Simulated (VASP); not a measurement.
Wanted: the native input for a VASP 6.6.1 run.

```
Task                   : band structure
Functional             : r2SCAN
Potentials or basis    : VASP PAW PBE potentials, release 64 (Zr_sv)
Cutoff                 : 520 eV
k mesh                 : 7 × 7 × 7
Occupations            : fermi-dirac, width 0.05 eV
Spin                   : spin-orbit coupling, no magnetisation
Further INCAR settings : ALGO = Normal; EDIFF = 1e-06
```

The structure of Zr lies in POSCAR:

```
Zr
1.0
   -1.8100000000      1.8100000000      1.8100000000
    1.8100000000     -1.8100000000      1.8100000000
    1.8100000000      1.8100000000     -1.8100000000
Zr
1
Direct
    0.0000000000      0.0000000000      0.0000000000
```

This isn't the form of Zr at room conditions, which is hcp.

One way to write it, as run:

INCAR

```
SYSTEM = Zr
PREC = Accurate
ENCUT = 520
EDIFF = 1E-6
ISMEAR = -1
SIGMA = 0.05
LREAL = .False.
LASPH = .True.
NELM = 60
ALGO = Normal
ISIF = 2
LWAVE = .False.
LCHARG = .False.
MAGMOM = 0 0 0
LORBIT = 11
LSORBIT = .True.
GGA_COMPAT = .False.
LMAXMIX = 4
METAGGA = R2SCAN
LMIXTAU = .True.
```

KPOINTS

```
regular mesh
0
Gamma
  7 7 7
  0 0 0
```

KPOINTS_OPT

```
path GHNGPH,PN
10
line-mode
reciprocal
 0.0000000000  0.0000000000  0.0000000000  G
 0.5000000000 -0.5000000000  0.5000000000  H

 0.5000000000 -0.5000000000  0.5000000000  H
 0.0000000000  0.0000000000  0.5000000000  N

 0.0000000000  0.0000000000  0.5000000000  N
 0.0000000000  0.0000000000  0.0000000000  G

 0.0000000000  0.0000000000  0.0000000000  G
 0.2500000000  0.2500000000  0.2500000000  P

 0.2500000000  0.2500000000  0.2500000000  P
 0.5000000000 -0.5000000000  0.5000000000  H

 0.2500000000  0.2500000000  0.2500000000  P
 0.0000000000  0.0000000000  0.5000000000  N
```

Potentials or basis: VASP PAW PBE potentials, release 64 (Zr_sv).

Command:

```bash
$ cat potpaw_PBE.64/Zr_sv/POTCAR > POTCAR
$ mpirun -np 1 vasp_ncl > vasp.out
```

Results of the run:

| Item | Value |
| --- | --- |
| Pressure | -0.9 GPa |
| Valence electrons inside the program's atomic spheres | Zr 9.76 |

Caveat: the PAW data sets were made with another functional, which shifts forces and pressure a little.

Wall time 2.8 min on 1 thread of Intel(R) Xeon(R) 6975P-C (Granite Rapids), with other jobs on the host, peak memory 0.22 GiB.
